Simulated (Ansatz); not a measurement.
The system is Te.

```
Te
1.0
     4.45400    0.00000    0.00000
    -2.22700    3.85728    0.00000
     0.00000    0.00000    5.92400
Te
3
Direct
  0.73100 0.73100 0.00000
  0.00000 0.26900 0.66667
  0.26900 0.00000 0.33333
```

* Program: Ansatz 0.2.0
* Task: relaxation of cell and atoms
* Functional: PBE
* Potentials or basis: Ansatz PAW
* Cutoff: 420 eV (not typed: the program's choice for these potentials)
* k mesh: 7 × 7 × 5
* Occupations: fermi-dirac, width 0.05 eV
* Spin: no spin polarisation

At the start: volume 33.93 Å³/atom.

Question: Where does the relaxation end?

Answer: It ends after 6 steps and the volume is 35.14 Å³/atom (+3.6 %); space group P3_121 (No. 152, to 0.05 Å).

Step by step:
```csv
step,energy change (eV),largest force (eV/Å),volume (Å³)
1,0.0000,0.1481,101.78
2,-0.0063,0.1271,106.55
3,-0.0133,0.0244,104.84
4,-0.0136,0.0030,105.13
5,-0.0137,0.0009,105.43
6,-0.0143,0.0009,105.43
```

Final structure:
```xyz
3
Lattice="4.5220 0.0000 0.0000 -2.2610 3.9161 0.0000 0.0000 0.0000 5.9538" Properties=species:S:1:pos:R:3 pbc="T T T"
Te    1.6550    2.8666    0.0000
Te   -0.6060    1.0496    3.9692
Te    1.2119    0.0000    1.9846
```

Caveat: the plane-wave basis is chosen anew once the cell has moved, so the energies of steps on either side of that aren't comparable.
